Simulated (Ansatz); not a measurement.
## AlAu under changes of volume

One of the cells (16.755 Å³/atom); the others are scaled copies at fixed shape and fractional positions:

```
Au Al
1.0
     3.22394    0.00000    0.00000
     0.00000    3.22394    0.00000
     0.00000    0.00000    3.22394
Au Al
1 1
Cartesian
  1.6120 1.6120 1.6120
  0.0000 0.0000 0.0000
```

The cell comes from a database or a generator and needn't be the stable form of this composition.

```yaml
Program: Ansatz 0.2.0
Functional: LDA
Potentials_or_basis: Ansatz PAW
Cutoff: "420 eV (not typed: the program's choice for these potentials)"
k_mesh: 8 × 8 × 8
Occupations: fermi-dirac, width 0.05 eV
Spin: no spin polarisation
```

```csv
volume (Å³/atom),energy over the lowest point (meV/atom),pressure (GPa)
15.749,0.00,-1.0
16.084,4.85,-3.7
16.419,?,?
16.755,30.01,-7.9
17.090,48.51,-9.5
17.425,69.87,-10.9
17.760,93.88,-12.1
```

What does the run at 16.419 Å³/atom give?

Energy over the lowest point 15.11 meV/atom; pressure -6.0 GPa.

Worked out: A Birch-Murnaghan fit of order 3 (a polynomial in V^(-2/3)) to the other rows has its minimum at 15.66 Å³/atom, just outside them, with B0 = V·E''(V) = 151 GPa and B' = 7.3. It gives 15.17 meV/atom at 16.419 Å³/atom, against the run's 15.11, and -dE/dV = -6.1 GPa, against -6.0.

Energies are extrapolated to zero smearing.

Caveats: the PAW data sets come from PBE, with cores solved anew for the run's functional, which leaves a small shift of forces and pressure.
